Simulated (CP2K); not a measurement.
The system is Pt.

```
Pt
1.0
     2.74395    0.00000    0.00000
    -0.91465    2.58702    0.00000
    -0.91465   -1.29351    2.24043
Pt
1
Direct
  0.00000 0.00000 0.00000
```

This isn't the form of Pt at room conditions, which is fcc.

* Program: CP2K 2026.2
* Task: single point
* Functional: PBEsol
* Potentials or basis: POTENTIAL_UZH Pt GTH-PBE-q18; TZVP-MOLOPT-PBE-GTH basis
* Density cutoff: 6123 eV
* k mesh: 12 × 12 × 12
* Occupations: fermi-dirac, width 0.05 eV
* Spin: no spin polarisation

On this cell: pressure -10.9 GPa; band gap on the k mesh none (metal or under the smearing width).

The same run follows on a disturbed copy (cell strained at random at fixed volume):

```xyz
1
Lattice="2.7162 0.0000 0.0000 -0.8934 2.6194 0.0000 -0.8016 -1.2800 2.2354" Properties=species:S:1:pos:R:3 pbc="T T T"
Pt   -0.0155   -0.0072   -0.0279
```

Question: What changes?

Answer: The energy (extrapolated to zero smearing) moves by +12.3 meV/atom; pressure -10.4 GPa; band gap on the k mesh none (metal or under the smearing width).

Stress tensor (GPa, compression positive):
```
 -7.69   1.08  -2.12
  1.08 -12.89  -5.65
 -2.12  -5.65 -10.63
```

Caveats: the potentials were made for another functional, which shifts forces and pressure; the basis of atomic orbitals isn't converged, which shifts pressures, moduli and gaps.
